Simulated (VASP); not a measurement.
# GePt (P1) in VASP: relaxation of cell and atoms with PBE

Aim: the relaxation of cell and atoms of GePt with PBE.

Everything below comes from runs of VASP 6.6.1. Logs are shortened: lines on timing, memory, paths and dates and some standing lists are left out, and cuts for length are marked.

## 1. Starting point

The typed cell holds 8 atoms: a = 7.924 Å, b = 3.881 Å, c = 5.555 Å, α = 89.11°, β = 90.57°, γ = 120.81°.

The cell was built by a generator and needn't be a form met in nature.

## 2. Relaxation of cell and atoms, PBE

INCAR

```
SYSTEM = GePt
ALGO = Fast
EDIFF = 1E-5
EDIFFG = -0.03
ENCUT = 520
GGA = PE
IBRION = 2
ISIF = 3
ISMEAR = 0
ISYM = 0
KPAR = 4
LASPH = .TRUE.
LCHARG = .FALSE.
LREAL = Auto
LWAVE = .FALSE.
NELM = 80
NSW = 110
PREC = Normal
SIGMA = 0.15
```

KPOINTS

```
k-points
0
G
  7 7 4
  0 0 0
```

POSCAR

```
GePt
1.0
    7.9234393100     -0.0082283700     -0.0395290400
   -1.9844233300      3.3350519000      0.0302688800
   -0.0276801500      0.0329683000      5.5543609200
Ge Pt
4 4
Direct
    0.1607224500      0.6418955000      0.2385413800
    0.6603710000      0.6508142900      0.2356574200
    0.3445395000      0.3771107400      0.7483206600
    0.8276567600      0.3333069700      0.7859598200
    0.0141866100      0.0035169400      0.9966806800
    0.5110927000      0.0095864000      0.0030641400
    0.9903706800      0.0127150100      0.5362458000
    0.4930855600      0.0062011800      0.4937012200
```

Potentials or basis: VASP PAW PBE potentials, release 64 (Ge_d, Pt).

Started as:

```bash
> cat potpaw_PBE.64/Ge_d/POTCAR potpaw_PBE.64/Pt/POTCAR > POTCAR
> mpirun -np 4 vasp_std > vasp.out
```

OUTCAR:

```text
SYSTEM = GePt
   EDIFF = 1E-5
   EDIFFG = -0.03
   ENCUT = 520
   GGA = PE
   IBRION = 2
   ISIF = 3
   ISMEAR = 0
   ISYM = 0
   LASPH = .TRUE.
   LREAL = Auto
   NELM = 80
   NSW = 110
   PREC = Normal

 ion  position               nearest neighbor table
   1  0.161  0.642  0.239-   5 2.53   5 2.59   7 2.66   8 2.67   6 2.72   7 2.96
   2  0.660  0.651  0.236-   6 2.51   8 2.57   6 2.57   5 2.75   8 2.77   7 2.80
   3  0.345  0.377  0.748-   8 2.52   6 2.55   5 2.64   7 2.68   8 2.70   6 2.76
   4  0.828  0.333  0.786-   6 2.47   5 2.54   7 2.62   7 2.64   5 2.66   8 2.79
   5  0.014  0.004  0.997-   1 2.53   4 2.54   7 2.56   1 2.59   3 2.64   4 2.66   2 2.75   7 3.01

   6  0.511  0.010  0.003-   4 2.47   2 2.51   3 2.55   2 2.57   1 2.72   8 2.73   3 2.76   8 2.83

   7  0.990  0.013  0.536-   5 2.56   4 2.62   4 2.64   1 2.66   3 2.68   2 2.80   1 2.96   5 3.01

   8  0.493  0.006  0.494-   3 2.52   2 2.57   1 2.67   3 2.70   6 2.73   2 2.77   4 2.79   6 2.83

IMPORTANT INFORMATION: All symmetrisations will be switched off!
NOSYMM: (Re-)initialisation of all symmetry stuff for point group C_1.

----------------------------------------------------------------------------------------

                                     Primitive cell

  volume of cell :     146.6748

  direct lattice vectors                    reciprocal lattice vectors
     7.923439310 -0.008228370 -0.039529040     0.126286768  0.075141517  0.000183342
    -1.984423330  3.335051900  0.030268880     0.000302711  0.300041678 -0.001779410
    -0.027680150  0.032968300  5.554360920     0.000897103 -0.001100334  0.180049716

  length of vectors
     7.923542185  3.880904963  5.554527732     0.146951110  0.300047107  0.180055313

  position of ions in fractional coordinates (direct lattice)
     0.160722450  0.641895500  0.238541380
     0.660371000  0.650814290  0.235657420
     0.344539500  0.377110740  0.748320660
     0.827656760  0.333306970  0.785959820
     0.014186610  0.003516940  0.996680680
     0.511092700  0.009586400  0.003064140
     0.990370680  0.012715010  0.536245800
     0.493085560  0.006201180  0.493701220

  ion indices of the primitive-cell ions
   primitive index   ion index
                 1           1
                 2           2
                 3           3
                 4           4
                 5           5
                 6           6
                 7           7
                 8           8

----------------------------------------------------------------------------------------

 KPOINTS: k-points

Automatic generation of k-mesh.
 Grid dimensions read from file:
 generate k-points for:    7    7    4

 Generating k-lattice:

  Cartesian coordinates                     Fractional coordinates (reciprocal lattice)
     0.018040967  0.010734502  0.000026192     0.142857143 -0.000000000  0.000000000
     0.000043244  0.042863097 -0.000254201    -0.000000000  0.142857143  0.000000000
     0.000224276 -0.000275084  0.045012429     0.000000000  0.000000000  0.250000000

  Length of vectors
     0.020993016  0.042863872  0.045013828

  Shift w.r.t. Gamma in fractional coordinates (k-lattice)
     0.000000000  0.000000000  0.000000000

 Subroutine IBZKPT returns following result:
 ===========================================

 Found     99 irreducible k-points:

 Following reciprocal coordinates:
            Coordinates               Weight
  0.000000  0.000000  0.000000      1.000000
  0.142857  0.000000  0.000000      2.000000
  0.285714  0.000000  0.000000      2.000000
  0.428571  0.000000 -0.000000      2.000000
  0.000000  0.142857 -0.000000      2.000000
  0.142857  0.142857 -0.000000      2.000000
[... 16 lines left out ...]
 -0.428571  0.428571 -0.000000      2.000000
 -0.285714  0.428571 -0.000000      2.000000
 [... further k-points ...]
   k-points           NKPTS =     99   k-points in BZ     NKDIM =     99   number of bands    NBANDS=     57
   number of dos      NEDOS =    301   number of ions     NIONS =      8
   total plane-waves  NPLWV =  36864
   dimension x,y,z NGX =    48 NGY =   24 NGZ =   32
   dimension x,y,z NGXF=    96 NGYF=   48 NGZF=   64
   ions per type =               4   4
   NGX,Y,Z   is equivalent  to a cutoff of  10.07, 10.28,  9.58 a.u.
   NGXF,Y,Z  is equivalent  to a cutoff of  20.14, 20.56, 19.16 a.u.
 SYSTEM =  GePt
   PREC   = normal    normal or accurate (medium, high low for compatibility)
   ISTART =      0    job   : 0-new  1-cont  2-samecut
   ICHARG =      2    charge: 1-file 2-atom 10-const
   ISPIN  =      1    spin polarized calculation?
   LNONCOLLINEAR =      F non collinear calculations
   LSORBIT =      F    spin-orbit coupling
   LASPH  =      T    aspherical Exc in radial PAW
   ENCUT  =  520.0 eV  38.22 Ry    6.18 a.u.  14.73  7.22 10.33*2*pi/ulx,y,z
   NELM   =     80;   NELMIN=  2; NELMDL= -5     # of ELM steps
   EDIFF  = 0.1E-04   stopping-criterion for ELM
   LREAL  =      T    real-space projection
   EDIFFG = -.3E-01   stopping-criterion for IOM
   NSW    =    110    number of steps for IOM
   IBRION =      2    ionic relax: 0-MD 1-quasi-New 2-CG
   NFREE  =      1    steps in history (QN), initial steepest desc. (CG)
   ISIF   =      3    stress and relaxation
   ISYM   =      0    0-nonsym 1-usesym 2-fastsym
   POTIM  = 0.5000    time-step for ionic-motion
   TEBEG  =    0.0;   TEEND  =   0.0 temperature during run
   PSTRESS=    0.0 pullay stress
   NELECT =      96.0000    total number of electrons
   NUPDOWN=      -1.0000    fix difference up-down
   EMIN   =  10.00;   EMAX   =-10.00  energy-range for DOS
   EFERMI =   0.00;   METHOD = LEGACY
   ISMEAR =     0;   SIGMA  =   0.15  broadening in eV -4-tet -1-fermi 0-gaus
   EFERMI_NEDOS =   21; number of points for ismear=-14 and -15
   IALGO  =     68    algorithm
   IMIX   =      4    mixing-type and parameters
     AMIX     =   0.40;   BMIX     =  1.00
     AMIX_MAG =   1.60;   BMIX_MAG =  1.00
  volume/ion in A,a.u.               =      18.33       123.73
  Fermi-wavevector in a.u.,A,eV,Ry     =   1.421391  2.686039 27.488546  2.020351
  Thomas-Fermi vector in A             =   2.542205
   LORBIT       =      0    0 simple, 1 ext, 2 COOP (PROOUT), +10 PAW based schemes
   GGA     = PE    functional components
   LHFCALC =     F    Hartree Fock is set to
   AEXX    =    0.0000 exact exchange contribution
   IVDW    =     0    specifies the selected vdW correction
   LEPSILON=     F    determine dielectric tensor
   LRPA    =     F    only Hartree local field effects (RPA)
 conjugate gradient relaxation of ions
 non-spin polarized calculation
 RMM-DIIS sequential band-by-band and
 Gauss-broadening in eV      SIGMA  =   0.15
  energy-cutoff  :      520.00
  volume of cell :      146.67
 maximum number of plane-waves:      3975
   NGX = 29   NGY = 15   NGZ = 21

--------------------------------------- Ionic step        1  -------------------------------------------

 number of electron      96.0000056 magnetization

 Free energy of the ion-electron system (eV)
  ---------------------------------------------------
  ext. energy  EPLUGINS =         0.00000000
  ---------------------------------------------------
  free energy    TOTEN  =       -45.26333638 eV

  energy without entropy =      -45.21241478  energy(sigma->0) =      -45.23787558

------------------------ aborting loop because EDIFF is reached ----------------------------------------

  FORCE on cell =-STRESS in cart. coord.  units (eV):
  Direction    XX          YY          ZZ          XY          YZ          ZX
  --------------------------------------------------------------------------------------
  -------------------------------------------------------------------------------------
  Total       -4.4732885      0.5801734     -3.2664931      0.2929900      0.0033645      0.1469466
  in kB      -48.8632150      6.3374263    -35.6809883      3.2004275      0.0367512      1.6051462
  external PRESSURE =     -26.0689257 kB  Pullay stress =       0.0000000 kB
[... 107 lines left out ...]
  FREE ENERGIE OF THE ION-ELECTRON SYSTEM (eV)
  ---------------------------------------------------
  free  energy   TOTEN  =       -45.7764659591 eV

  energy  without entropy=      -45.7316285020  energy(sigma->0) =      -45.75404723

[... ionic steps 4 to 29 ...]

--------------------------------------- Ionic step       30  -------------------------------------------

 number of electron      96.0000033 magnetization

------------------------ aborting loop because EDIFF is reached ----------------------------------------

  FORCE on cell =-STRESS in cart. coord.  units (eV):
  Direction    XX          YY          ZZ          XY          YZ          ZX
  --------------------------------------------------------------------------------------
  -------------------------------------------------------------------------------------
  Total        0.6489015      0.6318239      0.7602995     -0.0145863     -0.0266363     -0.0123338
  in kB        7.4158162      7.2206485      8.6889010     -0.1666965     -0.3044068     -0.1409537
  external PRESSURE =       7.7751219 kB  Pullay stress =       0.0000000 kB
[... 69 lines left out ...]
  energy  without entropy=      -45.8811817070  energy(sigma->0) =      -45.90553504

--------------------------------------- Ionic step       32  -------------------------------------------

 number of electron      96.0000033 magnetization

 Free energy of the ion-electron system (eV)
  ---------------------------------------------------
  ext. energy  EPLUGINS =         0.00000000
  ---------------------------------------------------
  free energy    TOTEN  =       -45.93019189 eV

  energy without entropy =      -45.88150678  energy(sigma->0) =      -45.90584933

 E-fermi :   8.4226     XC(G=0): -11.9259

 val. band max:        8.4071143516   @ k =   0.4286   0.0000  -0.0000
 cond. band min:       8.4488082099   @ k =   0.0000  -0.4286   0.2500
 fundamental gap:      0.0416938582
 Fermi energy:         8.4225721394

 k-point     1 :       0.0000    0.0000    0.0000
  band No.  band energies     occupation
      1     -16.5406      2.00000
      2     -16.5371      2.00000
      3     -16.5362      2.00000
      4     -16.5355      2.00000
      5     -16.5294      2.00000
      6     -16.5211      2.00000
[... 1429 lines left out ...]
     56      12.0998      0.00000
     57      12.1953      0.00000

 [... further k-points ...]

------------------------ aborting loop because EDIFF is reached ----------------------------------------

  FORCE on cell =-STRESS in cart. coord.  units (eV):
  Direction    XX          YY          ZZ          XY          YZ          ZX
  --------------------------------------------------------------------------------------
  -------------------------------------------------------------------------------------
  Total        0.2037361      0.2003984      0.2167989     -0.0270886     -0.0287138     -0.0078997
  in kB        2.3210131      2.2829887      2.4698271     -0.3086001     -0.3271147     -0.0899950
  external PRESSURE =       2.3579430 kB  Pullay stress =       0.0000000 kB
[... 23 lines left out ...]
  FREE ENERGIE OF THE ION-ELECTRON SYSTEM (eV)
  ---------------------------------------------------
  free  energy   TOTEN  =       -45.9301918851 eV

  energy  without entropy=      -45.8815067781  energy(sigma->0) =      -45.90584933

 reached required accuracy - stopping structural energy minimisation
```

Wall time 23 min (4 MPI ranks of Intel Xeon 6975P-C (Granite Rapids), shared host); peak memory 0.53 GiB.

Results:

| Quantity | Value |
| --- | --- |
| Free energy | -45.9302 eV |
| Relaxed volume | 17.58 Å³/atom |
| Relaxed cell | a = 7.758 Å, b = 3.852 Å, c = 5.425 Å, α = 89.98°, β = 89.99°, γ = 119.82° |
| Space group after relaxing (to 0.05 Å) | Pnma (No. 62) |
| Energy gained by relaxing | 83.4 meV/atom |
| Ionic steps | 32 |
| Pressure after relaxing | 0.2 GPa |
| Largest force after relaxing | 0.027 eV/Å |
| Band gap on the k mesh | none (metal or under the smearing width) |

Forces in eV/Å, atoms in the order of the input:
```
Ge  -0.003 -0.003  0.010
Ge   0.004 -0.003 -0.009
Ge   0.006  0.007 -0.004
Ge   0.007  0.003  0.004
Pt  -0.005  0.006  0.011
Pt  -0.024 -0.006 -0.004
Pt  -0.007 -0.017 -0.003
Pt   0.023  0.013 -0.004
```

The path:
```tsv
step	energy change (eV)	largest force (eV/Å)	pressure (GPa)	volume (Å³)
1	0.0000	2.2011	-2.61	146.67
2	-0.5042	0.7770	1.50	140.40
3	-0.5131	0.7635	2.18	139.58
4	-0.5989	0.4945	-1.75	143.12
5	-0.5996	0.4965	-1.65	142.80
6	-0.6275	0.2514	0.91	140.44
7	-0.6290	0.2461	0.43	140.88
8	-0.6438	0.2059	-0.03	141.23
9	-0.6463	0.2315	-0.16	141.40
10	-0.6465	0.2475	-0.30	141.45
11	-0.6528	0.1253	-0.10	140.87
12	-0.6531	0.1719	0.30	140.72
13	-0.6574	0.1479	0.14	141.08
14	-0.6583	0.1312	-0.26	141.29
15	-0.6616	0.0918	-0.03	140.77
16	-0.6616	0.1072	0.45	140.72
17	-0.6616	0.0974	0.16	140.75
18	-0.6616	0.1024	0.12	140.74
19	-0.6636	0.0406	0.20	140.83
20	-0.6638	0.0417	0.13	140.84
21	-0.6640	0.0580	0.11	140.87
22	-0.6645	0.0399	-0.35	141.27
23	-0.6646	0.0547	0.00	141.20
24	-0.6646	0.0393	-0.58	141.25
25	-0.6646	0.0518	-0.29	141.22
26	-0.6650	0.0356	-0.31	141.20
27	-0.6654	0.0293	-0.28	141.17
28	-0.6660	0.0324	-0.28	141.11
29	-0.6665	0.0342	-0.16	140.80
30	-0.6656	0.0357	0.78	140.19
31	-0.6666	0.0403	0.14	140.63
32	-0.6669	0.0270	0.24	140.64
```

Final structure:
```cif
data_structure
_symmetry_space_group_name_H-M 'P 1'
_symmetry_Int_Tables_number 1
_cell_length_a 7.7577
_cell_length_b 3.8519
_cell_length_c 5.4246
_cell_angle_alpha 89.978
_cell_angle_beta 89.989
_cell_angle_gamma 119.817
_cell_volume 140.64
loop_
_atom_site_label
_atom_site_type_symbol
_atom_site_fract_x
_atom_site_fract_y
_atom_site_fract_z
_atom_site_occupancy
Ge1 Ge 0.16847 0.67299 0.26535 1
Ge2 Ge 0.66848 0.67298 0.24411 1
Ge3 Ge 0.33189 0.33563 0.74392 1
Ge4 Ge 0.83194 0.33585 0.76559 1
Pt1 Pt 0.00956 0.01177 0.00605 1
Pt2 Pt 0.49388 0.99642 0.00351 1
Pt3 Pt 0.99119 0.99751 0.50612 1
Pt4 Pt 0.50662 0.01200 0.50352 1
```

Levels at points of the mesh, in eV from the Fermi level:
| k point | band 44 | band 45 | band 46 | band 47 | band 48 | band 49 | band 50 | band 51 | band 52 | band 53 |
| --- | --- | --- | --- | --- | --- | --- | --- | --- | --- | --- |
| (0.00, 0.00, 0.00) | -2.06 | -2.05 | -2.02 | -1.39 | 0.65 | 1.09 | 1.47 | 1.56 | 2.63 | 3.57 |
| (0.00, 0.00, 0.50) | -2.90 | -2.64 | -2.64 | -0.08 | -0.08 | 1.75 | 1.75 | 3.27 | 3.28 | 3.93 |
